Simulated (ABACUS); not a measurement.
Wanted: an ASE script for an ABACUS 3.10.1 run.

* Task: relaxation of cell and atoms
* Functional: TM
* Potentials or basis: SG15 ONCV 1.2 PBE
* Cutoff: 1116 eV
* Density cutoff: 4463 eV
* Basis: plane waves
* k mesh: 6 × 6 × 6
* Occupations: fermi-dirac, width 0.05 eV
* Spin: no spin polarisation
* Optimiser: ASE BFGSLineSearch
* Force threshold: 0.02 eV/Å
* Max steps: 60
* Cell moves: yes
* Radial cutoff of the potentials (pseudo_rcut): 10 bohr
* SCF threshold on the density: 1e-08
* Max SCF steps: 100
* Eigensolver: dav
* Mixing: broyden
* Mixing share: 0.7
* Symmetry key: 1
* Bands: 13

The structure of I lies in I.cif:

```cif
data_I
_cell_length_a 4.56978285
_cell_length_b 4.48249819
_cell_length_c 3.22521405
_cell_angle_alpha 70.58369076
_cell_angle_beta 67.68554410
_cell_angle_gamma 41.73076514
_space_group_name_H-M_alt 'P1'
_space_group_name_Hall 'P 1'
_space_group_IT_number 1
loop_
_space_group_symop_operation_xyz
'x,y,z'
loop_
_atom_site_label
_atom_site_type_symbol
_atom_site_symmetry_multiplicity
_atom_site_Wyckoff_symbol
_atom_site_fract_x
_atom_site_fract_y
_atom_site_fract_z
_atom_site_occupancy
I1 I 1 a 0.0000000000 0.0000000000 0.0000000000 1
```

These files were run (other wordings do the same):

run_abacus.py

```python
"""Relaxation by an ASE optimiser with ABACUS as a small file-based calculator."""
import re
import subprocess
import numpy as np
from ase.calculators.calculator import Calculator, all_changes
from ase.filters import FrechetCellFilter
from ase.io import read
from ase.optimize import BFGSLineSearch
from ase.stress import full_3x3_to_voigt_6_stress
from ase.units import Bohr, GPa

atoms = read("I.cif")
atoms = atoms[(-atoms.numbers).argsort(kind="stable")]  # ABACUS lists atoms element by element
pseudo = {'I': 'I_ONCV_PBE-1.2.upf'}
orbital = {}
magmoms = None
kmesh = [6, 6, 6]
params = {
    'suffix': 'I',
    'calculation': 'scf',
    'basis_type': 'pw',
    'pseudo_dir': './',
    'symmetry': 1,
    'dft_functional': 'MGGA_X_TM+MGGA_C_TM',
    'ecutwfc': 82,
    'pseudo_rcut': 10,
    'nspin': 1,
    'nbands': 13,
    'ks_solver': 'dav',
    'smearing_method': 'fd',
    'smearing_sigma': 0.00367493,
    'scf_thr': 1e-08,
    'scf_nmax': 100,
    'mixing_type': 'broyden',
    'mixing_beta': 0.7,
    'cal_force': 1,
    'cal_stress': 1,
    'mixing_tau': 1,
    'kpar': 4,
}

def write_input(atoms):
    symbols = atoms.get_chemical_symbols()
    elements = list(dict.fromkeys(symbols))
    lines = ["ATOMIC_SPECIES"] + [f"{e} {atoms.get_masses()[symbols.index(e)]:.4f} {pseudo[e]}" for e in elements]
    if orbital:
        lines += ["", "NUMERICAL_ORBITAL"] + [orbital[e] for e in elements]
    lines += ["", "LATTICE_CONSTANT", f"{1 / Bohr:.10f}", "", "LATTICE_VECTORS"]
    lines += [" ".join(f"{x:.10f}" for x in v) for v in atoms.cell]
    lines += ["", "ATOMIC_POSITIONS", "Direct"]
    for e in elements:
        lines += ["", e, "0.0", str(symbols.count(e))]
        for i, p in enumerate(atoms.get_scaled_positions(wrap=False)):
            if symbols[i] == e:
                mag = "" if magmoms is None else " mag " + " ".join(str(x) for x in (magmoms[i] if isinstance(magmoms[i], list) else [magmoms[i]]))
                lines.append(" ".join(f"{x:.10f}" for x in p) + " 1 1 1" + mag)
    open("STRU", "w").write("\n".join(lines) + "\n")
    open("KPT", "w").write("K_POINTS\n0\nGamma\n%d %d %d 0 0 0\n" % tuple(kmesh))
    open("INPUT", "w").write("INPUT_PARAMETERS\n" + "".join(f"{k:<20s}{v}\n" for k, v in params.items()))

class Abacus(Calculator):
    implemented_properties = ["energy", "free_energy", "forces", "stress"]

    def calculate(self, atoms=None, properties=("energy",), system_changes=all_changes):
        super().calculate(atoms, properties, system_changes)
        write_input(self.atoms)
        subprocess.run(['mpirun', '-np', '4', 'abacus'], check=True)
        log = open("OUT.I/running_scf.log").read()
        if "charge density convergence is achieved" not in log:
            raise RuntimeError("SCF not converged")
        rows = lambda title, n: np.array([l.split()[-3:] for l in log.split(title)[-1].split("\n")[2:2 + n]], float)
        energy = float(re.findall(r"FINAL_ETOT_IS (\S+)", log)[-1])
        stress = -rows("TOTAL-STRESS", 3) / 10 * GPa  # ABACUS prints kbar, compression positive
        self.results = dict(energy=energy, free_energy=energy, forces=rows("TOTAL-FORCE", len(self.atoms)), stress=full_3x3_to_voigt_6_stress(stress))

atoms.calc = Abacus()
opt = BFGSLineSearch(FrechetCellFilter(atoms), logfile="opt.log", trajectory="relax.traj")
print("optimiser converged:", opt.run(fmax=0.02, steps=60))
```

Potentials or basis: SG15 ONCV 1.2 PBE, plane waves.

Launch:

```bash
$ OMP_NUM_THREADS=1 python run_abacus.py > log
```

Results of the run:

```yaml
Relaxed_volume: 36.87 Å³/atom
Relaxed_cell: a = 4.335 Å, b = 4.219 Å, c = 3.193 Å, α = 70.03°, β = 66.16°, γ = 43.81°
Space_group_after_relaxing_to_0.05_Å: Fmmm (No. 69)
Energy_gained_by_relaxing: 14.2 meV/atom
Ionic_steps: 5
Pressure_after_relaxing: 0.0 GPa
Band_gap_on_the_k_mesh: none (metal or under the smearing width)
```

Caveat: the potentials were made for another functional, which shifts forces and pressure; an odd number of electrons without spin polarisation forces a metal; a magnetic or distorted state may lie lower.

Wall time 2.5 min on 4 MPI ranks on AMD EPYC 9R45 (Zen 5), on a shared host, peak memory 0.4 GiB a rank.
